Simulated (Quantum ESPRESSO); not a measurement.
## PbS (Galena) in Quantum ESPRESSO: the effect of functional

PbS (Galena):

```
Pb S
1.0
     0.00000    2.96575    2.96575
     2.96575    0.00000    2.96575
     2.96575    2.96575    0.00000
Pb S
1 1
Direct
  0.00000 0.00000 0.00000
  0.50000 0.50000 0.50000
```

Alike in all runs:

* Program: Quantum ESPRESSO 7.5
* Task: dielectric tensor
* Cutoff: 762 eV
* Density cutoff: 3048 eV
* k mesh: 8 × 8 × 8, shifted
* Occupations: fermi-dirac, width 0.05 eV
* Spin: no spin polarisation

**Question.** One run gave: pressure -0.2 GPa; dielectric constant 17.14 mean. Which functional did it use?
A. LDA
B. PBEsol
C. AM05
D. BLYP
E. PBE

**Answer.** C.

```csv
functional,potentials or basis,pressure (GPa),dielectric constant (mean)
LDA,PseudoDojo 0.4.1 SR LDA standard,-2.6,18.09
PBE,PseudoDojo 0.4.1 SR PBE standard,2.3,16.33
PBEsol,PseudoDojo 0.4.1 SR PBEsol standard,-0.8,17.50
WC,PseudoDojo 0.4.1 SR PBE standard,-0.7,17.75
BLYP,PseudoDojo 0.4.1 SR PBE standard,6.1,15.72
AM05,PseudoDojo 0.4.1 SR PBE standard,-0.2,17.14
```

Caveats: the potentials were made for another functional, which shifts forces and pressure (some runs); the cell is more than 3 GPa from zero pressure, which shifts response properties (some runs).
